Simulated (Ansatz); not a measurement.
**NbP (NiAs type): other levels of theory at one geometry**

Task: rerun one cell of NbP (NiAs type) with changes to the functional and spin–orbit coupling, and weigh what each level gives against its time. This structure was made by substitution into a known type, so it needn't be the compound's stable form.

Method: DFT at several levels, plane waves, PAW, in Ansatz 0.2.0.

2 further runs of the same task are left out: 2 that didn't finish. Runs told in other sessions of the task aren't counted.

### Step 1. The structure to begin with

It takes space group P6_3/mmc (No. 194, hexagonal). Conventional cell: a = 3.316 Å, b = 3.316 Å, c = 6.716 Å, α = 90.00°, β = 90.00°, γ = 120.00°. Around Nb (site symmetry -3m) lie 6 P at 2.55 Å. P (site symmetry -6m2) is surrounded by 6 Nb at 2.55 Å.

As a file:

```xyz
4
Lattice="3.3163 0.0000 0.0000 -1.6581 2.8720 0.0000 0.0000 0.0000 6.7164" Properties=species:S:1:pos:R:3 pbc="T T T"
Nb    0.0000    0.0000    0.0000
Nb    0.0000    0.0000    3.3582
P     0.0000    1.9147    1.6791
P     1.6581    0.9573    5.0373
```

An earlier run at PBE left this cell at 15.992 Å³/atom and 0.00 GPa (10×10×8 mesh), a metal on this mesh.

Levels to run: PBE+SOC; r²SCAN; PBEsol; LDA. Hardware: 2 threads of Arm Neoverse V2, shared host.

### Step 2. PBE+SOC

input.yaml reads:

```yaml
crystal:
  lattice:
    - [3.316288679, 0.0, 0.0]
    - [-1.6581443395, 2.8719902423, 0.0]
    - [0.0, 0.0, 6.7163979592]
  atoms:
    - { symbol: Nb, position: [0.0, 0.0, 0.0] }
    - { symbol: Nb, position: [0.0, 0.0, 0.5] }
    - { symbol: P, position: [0.3333333333, 0.6666666667, 0.25] }
    - { symbol: P, position: [0.6666666667, 0.3333333333, 0.75] }
basis:
  ecutwfc: 420
  ecutrho_ratio: 4
kpoints:
  mp_grid: { grid: [10, 10, 8] }
hamiltonian:
  xc: pbe
scf:
  occupations: { method: gaussian, width: 0.05 }
output:
  forces: true
  stress: true
  eigenvalues: true
  populations: true
  dos: { projected: true, de: 0.02 }
  write_density: true
  write_potential: true
  elf: true
  volumetric_format: npy
magnetization:
  noncollinear: true
  spin_orbit: true
```

On the command line:

```bash
$ ansatz run input.yaml --threads 2 --pin off --max-ram 2662MiB --backend cpu --events-out ev --progress --plain --runs-dir out
```

After this run come: r²SCAN; PBEsol; LDA.

Before running it: what results should come out? Wanted: for each run, pressure.

**Answer**, as computed:

| level | mesh | gap on the mesh (eV) | pressure (GPa) | time |
| --- | --- | --- | --- | --- |
| PBE | 10×10×8 | metal | 0.0 | 23 s* |
| LDA | 10×10×8 | metal | -8.4 | 2.6 s |
| PBEsol | 10×10×8 | metal | -5.4 | 2.8 s |
| PBE+SOC | 10×10×8 | metal | 0.0 | 26 s* |
| r²SCAN | 10×10×8 | metal | -0.6 | 7.9 s |

Times are on 2 threads of Arm Neoverse V2, shared host. * Includes bands or densities of states.

The pressure runs from -8.4 GPa (LDA) to 0.0 GPa (PBE+SOC); a negative pressure means that level wants a smaller cell, a positive one a larger cell. Every level gives a metal. Total energies of different levels have different zeros and can't be compared.
